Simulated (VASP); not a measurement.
# Ti (Im-3m) in VASP: notebook

The runs below take Ti through relaxation of cell and atoms, with PBE.

Program: VASP 6.6.1. These are calculated values, not measurements. Logs are shortened: lines on timing, memory, paths and dates and some standing lists are left out, and cuts for length are marked.

### Step 1. The structure

It takes space group Im-3m (No. 229, cubic). Conventional cell: a = 3.282 Å, b = 3.282 Å, c = 3.282 Å, α = 90.00°, β = 90.00°, γ = 90.00°. Ti (site symmetry m-3m) is surrounded by 8 Ti at 2.84 Å.

This isn't the form of Ti at room conditions, which is hcp.

### Step 2. Relaxation of cell and atoms, PBE

INCAR reads:

```
SYSTEM = Ti
PREC     = Accurate       ! precision mode
ENCUT    = 520            ! plane-wave cutoff, eV
EDIFF    = 1E-6           ! SCF threshold, eV
ISMEAR   = 0              ! smearing method
SIGMA    = 0.1            ! smearing width, eV
LREAL    = .FALSE.        ! projectors in reciprocal space
LASPH    = .TRUE.         ! aspherical terms in the spheres
NELM     = 120            ! most SCF steps
ALGO     = Normal         ! electronic algorithm
ISIF     = 3              ! what is computed and relaxed
LWAVE    = .FALSE.        ! write WAVECAR
LCHARG   = .FALSE.        ! write CHGCAR
GGA      = PE             ! functional
IBRION   = 2              ! ionic algorithm
NSW      = 90             ! ionic steps
EDIFFG   = -0.01          ! ionic threshold
```

KPOINTS reads:

```
Automatic mesh
0
G
  19 19 19
  0 0 0
```

POSCAR reads:

```
Ti
1.0
   -1.6410000000      1.6410000000      1.6410000000
    1.6410000000     -1.6410000000      1.6410000000
    1.6410000000      1.6410000000     -1.6410000000
Ti
1
Direct
    0.0000000000      0.0000000000      0.0000000000
```

Potentials or basis: VASP PAW PBE potentials, release 64 (Ti_sv).

Launch:

```bash
$ cat potpaw_PBE.64/Ti_sv/POTCAR > POTCAR
$ mpirun -np 1 vasp_std > vasp.out
```

OUTCAR:

```text
SYSTEM = Ti
   PREC = Accurate
   ENCUT = 520
   EDIFF = 1E-6
   ISMEAR = 0
   LREAL = .FALSE.
   LASPH = .TRUE.
   NELM = 120
   ISIF = 3
   GGA = PE
   IBRION = 2
   NSW = 90
   EDIFFG = -0.01

 ion  position               nearest neighbor table
   1  0.000  0.000  0.000-

  LATTYP: Found a body centered cubic cell.
 ALAT       =     3.2820000000

  Lattice vectors:

 A1 = (  -1.6410000000,   1.6410000000,   1.6410000000)
 A2 = (   1.6410000000,  -1.6410000000,   1.6410000000)
 A3 = (   1.6410000000,   1.6410000000,  -1.6410000000)

Analysis of symmetry for initial positions (statically):
=====================================================================
 Subroutine PRICEL returns:
 Original cell was already a primitive cell.

 Routine SETGRP: Setting up the symmetry group for a
 body centered cubic supercell.

 Subroutine GETGRP returns: Found 48 space group operations
 (whereof 48 operations were pure point group operations)
 out of a pool of 48 trial point group operations.

The static configuration has the point symmetry O_h .

Analysis of symmetry for dynamics (positions and initial velocities):
=====================================================================
 Subroutine PRICEL returns:
 Original cell was already a primitive cell.

 Routine SETGRP: Setting up the symmetry group for a
 body centered cubic supercell.

 Subroutine GETGRP returns: Found 48 space group operations
 (whereof 48 operations were pure point group operations)
 out of a pool of 48 trial point group operations.

The dynamic configuration has the point symmetry O_h .

 Subroutine INISYM returns: Found 48 space group operations
 (whereof 48 operations are pure point group operations),
 and found     1 'primitive' translations

----------------------------------------------------------------------------------------

                                     Primitive cell

  volume of cell :      17.6761

  direct lattice vectors                    reciprocal lattice vectors
    -1.641000000  1.641000000  1.641000000     0.000000000  0.304692261  0.304692261
     1.641000000 -1.641000000  1.641000000     0.304692261  0.000000000  0.304692261
     1.641000000  1.641000000 -1.641000000     0.304692261  0.304692261  0.000000000

  length of vectors
     2.842295375  2.842295375  2.842295375     0.430899928  0.430899928  0.430899928

  position of ions in fractional coordinates (direct lattice)
     0.000000000  0.000000000  0.000000000

  ion indices of the primitive-cell ions
   primitive index   ion index
                 1           1

----------------------------------------------------------------------------------------

 KPOINTS: Automatic mesh

Automatic generation of k-mesh.
 Grid dimensions read from file:
 generate k-points for:   19   19   19

 Generating k-lattice:

  Cartesian coordinates                     Fractional coordinates (reciprocal lattice)
     0.000000000  0.016036435  0.016036435     0.052631579  0.000000000  0.000000000
     0.016036435  0.000000000  0.016036435     0.000000000  0.052631579  0.000000000
     0.016036435  0.016036435  0.000000000     0.000000000  0.000000000  0.052631579

  Length of vectors
     0.022678944  0.022678944  0.022678944

  Shift w.r.t. Gamma in fractional coordinates (k-lattice)
     0.000000000  0.000000000  0.000000000

 Subroutine IBZKPT returns following result:
 ===========================================

 Found    220 irreducible k-points:

 Following reciprocal coordinates:
            Coordinates               Weight
  0.000000  0.000000  0.000000      1.000000
  0.052632  0.000000  0.000000     12.000000
  0.105263  0.000000  0.000000     12.000000
  0.157895  0.000000  0.000000     12.000000
  0.210526  0.000000  0.000000     12.000000
  0.263158  0.000000  0.000000     12.000000
[... 16 lines left out ...]
  0.263158  0.105263  0.000000     48.000000
  0.315789  0.105263 -0.000000     48.000000
 [... further k-points ...]
   k-points           NKPTS =    220   k-points in BZ     NKDIM =    220   number of bands    NBANDS=     10
   number of dos      NEDOS =    301   number of ions     NIONS =      1
   total plane-waves  NPLWV =  13824
   dimension x,y,z NGX =    24 NGY =   24 NGZ =   24
   dimension x,y,z NGXF=    48 NGYF=   48 NGZF=   48
   ions per type =               1
   NGX,Y,Z   is equivalent  to a cutoff of  14.04, 14.04, 14.04 a.u.
   NGXF,Y,Z  is equivalent  to a cutoff of  28.08, 28.08, 28.08 a.u.
 SYSTEM =  Ti
   PREC   = accura    normal or accurate (medium, high low for compatibility)
   ISTART =      0    job   : 0-new  1-cont  2-samecut
   ICHARG =      2    charge: 1-file 2-atom 10-const
   ISPIN  =      1    spin polarized calculation?
   LNONCOLLINEAR =      F non collinear calculations
   LSORBIT =      F    spin-orbit coupling
   LASPH  =      T    aspherical Exc in radial PAW
   ENCUT  =  520.0 eV  38.22 Ry    6.18 a.u.   5.28  5.28  5.28*2*pi/ulx,y,z
   NELM   =    120;   NELMIN=  2; NELMDL= -5     # of ELM steps
   EDIFF  = 0.1E-05   stopping-criterion for ELM
   LREAL  =      F    real-space projection
   EDIFFG = -.1E-01   stopping-criterion for IOM
   NSW    =     90    number of steps for IOM
   IBRION =      2    ionic relax: 0-MD 1-quasi-New 2-CG
   NFREE  =      1    steps in history (QN), initial steepest desc. (CG)
   ISIF   =      3    stress and relaxation
   ISYM   =      2    0-nonsym 1-usesym 2-fastsym
   POTIM  = 0.5000    time-step for ionic-motion
   TEBEG  =    0.0;   TEEND  =   0.0 temperature during run
   PSTRESS=    0.0 pullay stress
   NELECT =      12.0000    total number of electrons
   NUPDOWN=      -1.0000    fix difference up-down
   EMIN   =  10.00;   EMAX   =-10.00  energy-range for DOS
   EFERMI =   0.00;   METHOD = LEGACY
   ISMEAR =     0;   SIGMA  =   0.10  broadening in eV -4-tet -1-fermi 0-gaus
   EFERMI_NEDOS =   21; number of points for ismear=-14 and -15
   IALGO  =     38    algorithm
   IMIX   =      4    mixing-type and parameters
     AMIX     =   0.40;   BMIX     =  1.00
     AMIX_MAG =   1.60;   BMIX_MAG =  1.00
  volume/ion in A,a.u.               =      17.68       119.28
  Fermi-wavevector in a.u.,A,eV,Ry     =   1.438821  2.718977 28.166848  2.070205
  Thomas-Fermi vector in A             =   2.557745
   LORBIT       =      0    0 simple, 1 ext, 2 COOP (PROOUT), +10 PAW based schemes
   GGA     = PE    functional components
   LHFCALC =     F    Hartree Fock is set to
   AEXX    =    0.0000 exact exchange contribution
   IVDW    =     0    specifies the selected vdW correction
   LEPSILON=     F    determine dielectric tensor
   LRPA    =     F    only Hartree local field effects (RPA)
 conjugate gradient relaxation of ions
 non-spin polarized calculation
 Gauss-broadening in eV      SIGMA  =   0.10
  energy-cutoff  :      520.00
  volume of cell :       17.68
 maximum number of plane-waves:       487
 NGX is ok and might be reduce to    24
   NGX = 11   NGY = 11   NGZ = 11

--------------------------------------- Ionic step        1  -------------------------------------------

 number of electron      12.0000001 magnetization

 Free energy of the ion-electron system (eV)
  ---------------------------------------------------
  ext. energy  EPLUGINS =         0.00000000
  ---------------------------------------------------
  free energy    TOTEN  =        -7.72669550 eV

  energy without entropy =       -7.71517963  energy(sigma->0) =       -7.72093756

------------------------ aborting loop because EDIFF is reached ----------------------------------------

  FORCE on cell =-STRESS in cart. coord.  units (eV):
  Direction    XX          YY          ZZ          XY          YZ          ZX
  --------------------------------------------------------------------------------------
  -------------------------------------------------------------------------------------
  Total       -0.3000581     -0.3000581     -0.3000581      0.0000000     -0.0000000      0.0000000
  in kB      -27.1975740    -27.1975740    -27.1975740      0.0000000     -0.0000000      0.0000000
  external PRESSURE =     -27.1975740 kB  Pullay stress =       0.0000000 kB
[... 55 lines left out ...]
  energy  without entropy=       -7.7184684336  energy(sigma->0) =       -7.72380764

--------------------------------------- Ionic step        3  -------------------------------------------

 number of electron      11.9999996 magnetization

 Free energy of the ion-electron system (eV)
  ---------------------------------------------------
  ext. energy  EPLUGINS =         0.00000000
  ---------------------------------------------------
  free energy    TOTEN  =        -7.73076586 eV

  energy without entropy =       -7.71975139  energy(sigma->0) =       -7.72525863

 E-fermi :   8.1859     XC(G=0): -11.5376

 val. band max:        8.1812882894   @ k =   0.3158   0.1579   0.1053
 cond. band min:       8.1956645746   @ k =  -0.3158  -0.4737   0.0526
 fundamental gap:      0.0143762852
 Fermi energy:         8.1859182515

 k-point     1 :       0.0000    0.0000    0.0000
  band No.  band energies     occupation
      1     -48.3293      2.00000
      2     -24.1749      2.00000
      3     -24.1749      2.00000
      4     -24.1749      2.00000
      5       2.2096      2.00000
      6       9.1806      0.00000
      7       9.1806      0.00000
      8       9.1806      0.00000
      9      10.9577      0.00000
     10      10.9577      0.00000
[... 287 lines left out ...]
 k-point    24 :       0.3158    0.1053   -0.0000
  band No.  band energies     occupation
      1     -48.2105      2.00000
      2     -24.7498      2.00000
      3     -24.3740      2.00000
      4     -24.2050      2.00000
      5       5.6066      2.00000
      6       7.9657      1.99815
      7       8.3858      0.00470
      8      10.7732      0.00000
      9      11.3127      0.00000
     10      12.1446      0.00000

 [... further k-points ...]

------------------------ aborting loop because EDIFF is reached ----------------------------------------

  FORCE on cell =-STRESS in cart. coord.  units (eV):
  Direction    XX          YY          ZZ          XY          YZ          ZX
  --------------------------------------------------------------------------------------
  -------------------------------------------------------------------------------------
  Total       -0.0000373     -0.0000373     -0.0000373      0.0000000      0.0000000     -0.0000000
  in kB       -0.0034707     -0.0034707     -0.0034707      0.0000000      0.0000000     -0.0000000
  external PRESSURE =      -0.0034707 kB  Pullay stress =       0.0000000 kB
[... 16 lines left out ...]
  FREE ENERGIE OF THE ION-ELECTRON SYSTEM (eV)
  ---------------------------------------------------
  free  energy   TOTEN  =        -7.7307658580 eV

  energy  without entropy=       -7.7197513927  energy(sigma->0) =       -7.72525863

 reached required accuracy - stopping structural energy minimisation
```

Run time: 27 s. Hardware: 1 thread of Intel Xeon 6975P-C (Granite Rapids), shared host; peak memory 0.18 GiB.

What came out:

* Free energy: -7.7308 eV
* Relaxed volume: 17.21 Å³/atom
* Relaxed cell: a = 2.817 Å, b = 2.817 Å, c = 2.817 Å, α = 109.47°, β = 109.47°, γ = 109.47°
* Space group after relaxing (to 0.05 Å): Im-3m (No. 229)
* Energy gained by relaxing: 4.1 meV/atom
* Ionic steps: 3
* Pressure after relaxing: 0.0 GPa
* Band gap on the k mesh: none (metal or under the smearing width)

The path:
```tsv
step	energy change (eV)	largest force (eV/Å)	pressure (GPa)	volume (Å³)
1	0.0000	0.0000	-2.72	17.68
2	-0.0025	0.0000	1.81	16.92
3	-0.0041	0.0000	0.00	17.21
```

Final structure:
```
CELL_PARAMETERS angstrom
-1.62635 1.62635 1.62635
1.62635 -1.62635 1.62635
1.62635 1.62635 -1.62635
ATOMIC_POSITIONS crystal
Ti 0.00000 0.00000 0.00000
```

Levels at points of the mesh, in eV from the Fermi level:
| k point | band 4 | band 5 | band 6 | band 7 | band 8 | band 9 |
| --- | --- | --- | --- | --- | --- | --- |
| (0.00, 0.00, 0.00) | -32.36 | -5.98 | 0.99 | 0.99 | 0.99 | 2.77 |

[end of part 1 of 2]
